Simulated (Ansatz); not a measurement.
A run of Ansatz 0.2.0 is set up as follows.

Contents of input.yaml:

```yaml
crystal:
  lattice:
    - [0.0, 2.82891, 2.82891]
    - [2.82891, 0.0, 2.82891]
    - [2.82891, 2.82891, 0.0]
  atoms:
    - { symbol: Ge, position: [0.75, 0.75, 0.75] }
    - { symbol: Ge, position: [0.5, 0.5, 0.5] }
hamiltonian:
  xc: r2scan
  pseudopotentials: { kind: paw }
kpoints:
  mp_grid: { grid: [5, 5, 5] }
  band_path:
    path:
      - [[0.0, 0.0, 0.0], [0.5, 0.0, 0.5], [0.5, 0.25, 0.75], [0.375, 0.375, 0.75], [0.0, 0.0, 0.0], [0.5, 0.5, 0.5], [0.625, 0.25, 0.625], [0.5, 0.25, 0.75], [0.5, 0.5, 0.5], [0.375, 0.375, 0.75]]
      - [[0.625, 0.25, 0.625], [0.5, 0.0, 0.5]]
    npoints: 14
scf:
  occupations: { method: fermi_dirac, width: 0.05 }
  n_extra_bands: 6
output:
  forces: true
  stress: true
  eigenvalues: true
  fatbands: false
  write_density: true
  write_potential: true
  elf: true
  volumetric_format: npy
```

Potentials or basis: Ansatz PAW.

The run is started by

```console
$ ansatz run input.yaml --threads 2 --pin off --max-ram 5632MiB --backend cpu --events-out ev --progress --plain --runs-dir out
```

(1) Predict the pressure.

(2) Estimate the band gap along the path.

(3) What does it give for the band gap on the k mesh?

## Answers

(1) 0.6 GPa.

(2) 0.45 eV, direct.

(3) 0.45 eV, direct.

Caveat: the PAW data sets come from PBE, with cores solved anew for the run's functional, which leaves a small shift of forces and pressure.

**What was measured.**

“Electronic and optical properties of SixGe1-x-ySny alloys lattice-matched to Ge”, 2021, arxiv:2109.02782 reports, for a bulk crystal of Ge at 300 K: band gap 0.807 eV (direct).

A measured gap of Ge is 0.807 eV (direct; 300 K; “Electronic and optical properties of SixGe1-x-ySny alloys lattice-matched to Ge”, 2021, arxiv:2109.02782); the calculated 0.45 eV misses it by -0.36 eV. 3 values of this kind are on record (0.666 to 0.807 eV); this one was drawn at random among those near their median. Spin-orbit coupling on Ge is left out. The value is that of r2SCAN, without temperature or zero-point motion.
